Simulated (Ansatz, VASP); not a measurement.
# SiC: VASP beside Ansatz

Contents of INCAR:

```
  PREC = Accurate
  ENCUT = 520
  EDIFF = 1E-6
  ISMEAR = -1
  SIGMA = 0.02
  LREAL = F
  LASPH = T
  NELM = 60
  ALGO = Normal
  ISIF = 2
  LWAVE = F
  LCHARG = T
  GGA = PE
  LELF = T
  LVHAR = T
  NBANDS = 16
```

Contents of KPOINTS:

```
regular mesh
0
Gamma
  12 12 6
```

The input POSCAR:

```
SiC
1.0
    3.0753562392      0.0000000000      0.0000000000
   -1.5376781196      2.6633366288      0.0000000000
    0.0000000000      0.0000000000      5.0985891719
Si C
2 2
Direct
    0.3333333333      0.6666666667      0.0000204990
    0.6666666667      0.3333333333      0.5000204990
    0.3333333333      0.6666666667      0.3749795010
    0.6666666667      0.3333333333      0.8749795010
```

Input for Ansatz:

```yaml
crystal:
  lattice:
    - [3.0753562392, 0.0, 0.0]
    - [-1.5376781196, 2.6633366288, 0.0]
    - [0.0, 0.0, 5.0985891719]
  atoms:
    - { symbol: Si, position: [0.3333333333, 0.6666666667, 2.0499e-05] }
    - { symbol: Si, position: [0.6666666667, 0.3333333333, 0.500020499] }
    - { symbol: C, position: [0.3333333333, 0.6666666667, 0.374979501] }
    - { symbol: C, position: [0.6666666667, 0.3333333333, 0.874979501] }
kpoints:
  mp_grid: { grid: [12, 12, 6] }
  band_path:
    path:
      - [0.0, 0.0, 0.0]
      - [0.5, 0.0, 0.0]
      - [0.3333333333, 0.3333333333, 0.0]
      - [0.0, 0.0, 0.5]
      - [0.5, 0.0, 0.5]
      - [0.3333333333, 0.3333333333, 0.5]
    npoints: 1
hamiltonian:
  xc: pbe
scf:
  occupations: { method: fermi_dirac, width: 0.02 }
  n_extra_bands: 5
output:
  forces: true
  stress: true
  eigenvalues: true
```

Change from the starting cell: uniaxial_z strain +1.0%.

Alike in both runs: task single point; functional PBE; k mesh 12 × 12 × 6; occupations fermi-dirac, width 0.02 eV; no spin polarisation.

|  | VASP | Ansatz |
| --- | --- | --- |
| version | VASP 6.6.1 | Ansatz 0.2.0 |
| potentials or method | VASP PAW PBE potentials, release 64 (Si, C) | plane waves, PAW |
| plane-wave cutoff (eV) | 520 | 420 |
| valence electrons in the cell | 16 | 16 |

|  | VASP | Ansatz | Ansatz less VASP |
| --- | --- | --- | --- |
| gap on the k mesh at the Fermi level (eV) | 2.22 | 2.23 | +0.004 |
| pressure (GPa) | 1.3 | 1.3 | +0.05 |
| largest component of the traceless stress (GPa) | 3.41 | 3.40 | -0.006 |
| rms of the force components (eV/Å) | 0.008 | 0.008 | 0.0000 |

Atom by atom the forces differ by 0.000 eV/Å (rms over components).

A k mesh can miss the band edges.
